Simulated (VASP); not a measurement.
# Nb: relaxation of cell and atoms with r2SCAN

Nb:

```
CELL_PARAMETERS angstrom
2.30843 1.33277 0.98044
-2.30843 1.33277 0.98044
0.00000 -2.66554 0.98044
ATOMIC_POSITIONS crystal
Nb 0.50000 0.50000 0.50000
```

The cell was built by a generator and needn't be a form met in nature.

- Program: VASP 6.6.1
- Task: relaxation of cell and atoms
- Functional: r2SCAN
- Potentials or basis: VASP PAW PBE potentials, release 64 (Nb_sv)
- Cutoff: 600 eV
- k mesh: 9 × 9 × 9
- Occupations: gaussian, width 0.1 eV
- Spin: no spin polarisation
- Dipole correction: no
- Further INCAR settings: ALGO = Normal; EDIFF = 1e-07; IBRION = 2; EDIFFG = -0.04; NSW = 90; ISIF = 3

```
Relaxed volume                         : 17.96 Å³/atom
Relaxed cell                           : a = 2.844 Å, b = 2.844 Å, c = 2.844 Å, α = 109.08°, β = 109.08°, γ = 109.08°
Space group after relaxing (to 0.05 Å) : R-3m (No. 166)
Energy gained by relaxing              : 1.5 meV/atom
Ionic steps                            : 5
Pressure after relaxing                : 0.1 GPa
Band gap on the k mesh                 : none (metal or under the smearing width)
```

Stress tensor (GPa, compression positive):
```
 0.13  0.00  0.00
 0.00  0.13  0.00
 0.00  0.00 -0.10
```

Step by step:
| step | energy change (eV) | largest force (eV/Å) | pressure (GPa) | volume (Å³) |
| --- | --- | --- | --- | --- |
| 1 | 0.0000 | 0.0000 | -1.37 | 18.10 |
| 2 | 0.0010 | 0.0000 | 2.68 | 17.70 |
| 3 | -0.0008 | 0.0000 | 0.23 | 17.94 |
| 4 | -0.0012 | 0.0000 | 0.14 | 17.95 |
| 5 | -0.0015 | 0.0000 | 0.05 | 17.96 |

Final structure:
```
Nb
1.0
     2.31652    1.33744    0.96618
    -2.31652    1.33744    0.96618
     0.00000   -2.67488    0.96618
Nb
1
Direct
  0.50000 0.50000 0.50000
```

Levels at points of the mesh, in eV from the Fermi level:
| k point | band 4 | band 5 | band 6 | band 7 | band 8 | band 9 | band 10 |
| --- | --- | --- | --- | --- | --- | --- | --- |
| (0.00, 0.00, 0.00) | -30.66 | -6.30 | 0.31 | 0.31 | 0.68 | 3.59 | 3.59 |

Run time: 2.7 min on 1 thread of AMD EPYC 9R45 96-Core Processor (Zen 5), on a shared host, peak memory 0.13 GiB.

Caveat: the PAW data sets were made with another functional, which shifts forces and pressure a little.
